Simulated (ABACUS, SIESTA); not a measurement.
Given: the input of a run of SIESTA 5.4.2 on PbSe (Clausthalite). Atoms were shifted at random by some hundredths of an Å from the given cell, which wasn't relaxed again for these runs. 

The input PbSe.fdf:

```
SystemName                      Clausthalite
SystemLabel                     PbSe
NumberOfSpecies                 2
NumberOfAtoms                   2
%block ChemicalSpeciesLabel
  1  82 Pb
  2  34 Se
%endblock ChemicalSpeciesLabel
%include structure.fdf

%block kgrid.MonkhorstPack
    8   0   0  0.0
    0   8   0  0.0
    0   0   8  0.0
%endblock kgrid.MonkhorstPack
XC.Functional                   GGA
XC.Authors                      PBE
PAO.BasisSize                   DZP
PAO.EnergyShift                 0.003 Ry
Mesh.Cutoff                     500 Ry
OccupationFunction              FD
ElectronicTemperature           0.05 eV
MaxSCFIterations                120
SCF.MustConverge                false
SCF.Mixer.Method                Pulay
SCF.Mixer.Weight                0.25
SCF.Mixer.History               8
SCF.DM.Tolerance                5.0e-05
SCF.H.Tolerance                 1.0e-03 eV
WriteForces                     true
Charge.Mulliken                 end
%block PAO.Basis
  Pb 4
  n=6 0 2
    6.167 0.000
  n=6 1 2
    8.915 0.000
  n=5 2 2
    4.155 0.000
  n=6 2 1
    8.915
  Se 4
  n=4 0 2
    5.139 0.000
  n=4 1 2
    6.735 0.000
  n=3 2 2
    2.657 0.000
  n=4 2 1
    6.735
%endblock PAO.Basis
```

The input structure.fdf:

```
LatticeConstant                 1.0 Ang
%block LatticeVectors
     0.0000000000     3.0606500000     3.0606500000
     3.0606500000     0.0000000000     3.0606500000
     3.0606500000     3.0606500000     0.0000000000
%endblock LatticeVectors
AtomicCoordinatesFormat         Fractional
%block AtomicCoordinatesAndAtomicSpecies
    -0.0022480000    -0.0031650000    -0.0006020000  1  Pb
     0.5030880000     0.4999950000     0.4926990000  2  Se
%endblock AtomicCoordinatesAndAtomicSpecies
```

Potentials or basis: PseudoDojo 0.4 standard (PBE files), converted to PSML, two zetas on semicore shells, DZP (energy shift 0.003 Ry; two zetas on semicore shells).

Command:

```sh
$ siesta < PbSe.fdf > PbSe.out 2>&1
```

Set up the same calculation for ABACUS 3.10.1. Potentials or basis there: PseudoDojo NC SR 0.4.1 PBE standard, plane waves, cutoff 1184 eV.

As run (cutoffs and basis follow the program's own potentials, and thresholds, step limits or extra output files can differ):

INPUT

```
INPUT_PARAMETERS
suffix              PbSe
calculation         scf
basis_type          pw
pseudo_dir          ./
symmetry            1
dft_functional      pbe
ecutwfc             87
pseudo_rcut         10
nspin               1
nbands              19
ks_solver           dav
smearing_method     fd
smearing_sigma      0.00367493
scf_thr             1e-08
scf_nmax            100
mixing_type         broyden
mixing_beta         0.7
cal_force           1
cal_stress          1
out_chg             1
out_pot             2
out_elf             1
```

STRU

```
ATOMIC_SPECIES
Pb 207.2000 Pb.upf
Se 78.9710 Se.upf

LATTICE_CONSTANT
1.8897261246

LATTICE_VECTORS
0.0000000000 3.0606500000 3.0606500000
3.0606500000 0.0000000000 3.0606500000
3.0606500000 3.0606500000 0.0000000000

ATOMIC_POSITIONS
Direct

Pb
0.0
1
-0.0022480000 -0.0031650000 -0.0006020000 1 1 1

Se
0.0
1
0.5030880000 0.4999950000 0.4926990000 1 1 1
```

The input KPT:

```
K_POINTS
0
Gamma
8 8 8 0 0 0
```

Potentials or basis: PseudoDojo NC SR 0.4.1 PBE standard, plane waves.

Launch:

```bash
$ OMP_NUM_THREADS=1 mpirun -np 4 abacus > log
```

Both were run:

|  | SIESTA | ABACUS |
| --- | --- | --- |
| Pressure | 3.8 GPa | 2.4 GPa |
| Energy over the undisturbed cell | 0.2 meV/atom | 0.1 meV/atom |

Pressure is positive in compression.
